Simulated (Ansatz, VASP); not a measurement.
# GaSb: VASP beside Ansatz

```
Sb Ga
1.0
     0.00000    3.07926    3.07926
     3.07926    0.00000    3.07926
     3.07926    3.07926    0.00000
Sb Ga
1 1
Direct
  0.75000 0.75000 0.75000
  0.00000 0.00000 0.00000
```

Change from the starting cell: volume scaled by 1.02.

Alike in both runs: task single point; functional PBEsol; k mesh 8 × 8 × 8; occupations fermi-dirac, width 0.05 eV; no spin polarisation.

|  | VASP | Ansatz |
| --- | --- | --- |
| version | VASP 6.6.1 | Ansatz 0.2.0 |
| potentials or method | VASP PAW PBE potentials, release 64 (Sb, Ga_d), cutoff 520 eV | all-electron LAPW, scalar-relativistic |

```csv
,VASP,Ansatz,Ansatz less VASP
gap on the k mesh at the Fermi level (eV),none,none,-
pressure (GPa),-1.0,-1.1,-0.09
```

A gap of «none» marks a metal or a gap that the smearing closes. Ansatz ran all-electron here, so the differences hold the error of VASP's frozen core and of both bases.

Caveats: the PAW data sets were made with another functional, which shifts forces and pressure a little (VASP). The runs have no spin-orbit coupling, so splittings on Sb are missing.
